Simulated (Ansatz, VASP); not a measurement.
# Two plane-wave programs on RbBr

INCAR

```
SYSTEM = RbBr
PREC = Accurate
ENCUT = 520
EDIFF = 1E-6
ISMEAR = -1
SIGMA = 0.02
LREAL = .False.
LASPH = .True.
NELM = 80
ALGO = Normal
ISIF = 2
LWAVE = .False.
LCHARG = .False.
GGA = PE
NBANDS = 24
```

File KPOINTS:

```
regular mesh
0
Gamma
  6 6 4
  0 0 0
```

Contents of POSCAR:

```
RbBr
1.0
    5.8901391548      0.0000000000      0.0000000000
   -2.9450695774      5.1010101399      0.0000000000
    0.0000000000      0.0000000000      6.8703327543
Rb Br
2 2
Direct
    0.3333333333      0.6666666667     -0.0625000000
    0.6666666667      0.3333333333      0.4375000000
    0.3333333333      0.6666666667      0.4375000000
    0.6666666667      0.3333333333      0.9375000000
```

Input for Ansatz:

```yaml
crystal:
  lattice:
    - [5.8901391548, 0.0, 0.0]
    - [-2.9450695774, 5.1010101399, 0.0]
    - [0.0, 0.0, 6.8703327543]
  atoms:
    - { symbol: Rb, position: [0.3333333333, 0.6666666667, -0.0625] }
    - { symbol: Rb, position: [0.6666666667, 0.3333333333, 0.4375] }
    - { symbol: Br, position: [0.3333333333, 0.6666666667, 0.4375] }
    - { symbol: Br, position: [0.6666666667, 0.3333333333, 0.9375] }
kpoints:
  mp_grid: { grid: [6, 6, 4] }
  band_path:
    path:
      - [[0.0, 0.0, 0.0], [0.5, -2.144922420823e-17, 1.162972290173e-34], [0.3333333333333, 0.3333333333333, 2.331228740921e-34], [0.0, 0.0, 0.0], [-4.782982669938e-54, -5.900181865768e-52, 0.5], [0.5, -2.144922420823e-17, 0.5], [0.3333333333333, 0.3333333333333, 0.5], [-4.782982669938e-54, -5.900181865768e-52, 0.5]]
      - [[0.5, -2.144922420823e-17, 0.5], [0.5, -2.144922420823e-17, 1.162972290173e-34]]
      - [[0.3333333333333, 0.3333333333333, 0.5], [0.3333333333333, 0.3333333333333, 2.331228740921e-34]]
    npoints: 10
hamiltonian:
  xc: pbe
scf:
  occupations: { method: fermi_dirac, width: 0.02 }
  n_extra_bands: 5
output:
  forces: true
  stress: true
  eigenvalues: true
```

The cell was built by a generator and needn't be a form met in nature.

Alike in both runs: task single point; functional PBE; k mesh 6 × 6 × 4; occupations fermi-dirac, width 0.02 eV; no spin polarisation.

```csv
,VASP,Ansatz
version,VASP 6.6.1,Ansatz 0.2.0
potentials or method,"VASP PAW PBE potentials, release 64 (Rb_sv, Br)","plane waves, PAW"
plane-wave cutoff (eV),520,420
valence electrons in the cell,32,32
```

|  | VASP | Ansatz | Ansatz less VASP |
| --- | --- | --- | --- |
| gap on the k mesh at the Fermi level (eV) | 4.06 | 4.06 | +0.002 |
| pressure (GPa) | 0.3 | 0.3 | -0.02 |
| largest component of the traceless stress (GPa) | 0.09 | 0.09 | -0.003 |

A k mesh can miss the band edges.
